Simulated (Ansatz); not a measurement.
MnS:

```
CELL_PARAMETERS angstrom
-1.83000 -1.05655 5.94184
1.83000 -1.05655 5.94184
0.00000 2.11310 5.94184
ATOMIC_POSITIONS crystal
Mn 0.00000 0.00000 0.00000
Mn 0.50000 0.50000 0.50000
S 0.25000 0.25000 0.25000
S 0.75000 0.75000 0.75000
```

The cell is a database's computed one.

The cell isn't the ideal one: another cell of the same crystal, with 4 atoms.

Base run:

| Item | Value |
| --- | --- |
| Program | Ansatz 0.2.0 |
| Functional | PBEsol |
| Potentials or basis | Ansatz PAW |
| Cutoff | 420 eV (not typed: the program's choice for these potentials) |
| k mesh | 9 × 9 × 9 |
| Occupations | fermi-dirac, width 0.05 eV |
| Spin | collinear spin, antiferromagnetic start |
| Starting moments | [4.0, -4.0, 0.0, 0.0] μB |
| Hubbard terms | Mn d U = 2 eV |

Its results: band gap on the k mesh 1.67 eV; pressure -1.7 GPa; net moment 0.00 μB per cell; site moments Mn +4.27, -4.27; S +0.00 μB.

The run is repeated on the same cell with these changes: hubbard terms from Mn d U = 2 eV to none; hubbard projectors from ortho-atomic (the default) to none. What comes out?

Band gap on the k mesh 0.72 eV; pressure -5.8 GPa; net moment 0.00 μB per cell; site moments Mn +4.10, -4.10; S -0.00 μB.

The U term pushes filled and empty states of the shell apart.

Caveats: odd divisions of the mesh miss points on the zone boundary, where band edges often lie, so the gap on the mesh can be too wide; the PAW data sets come from PBE, with cores solved anew for the run's functional, which leaves a small shift of forces and pressure; the magnetic or orbital state may not be the lowest (some runs).

A k mesh can miss the band edges.
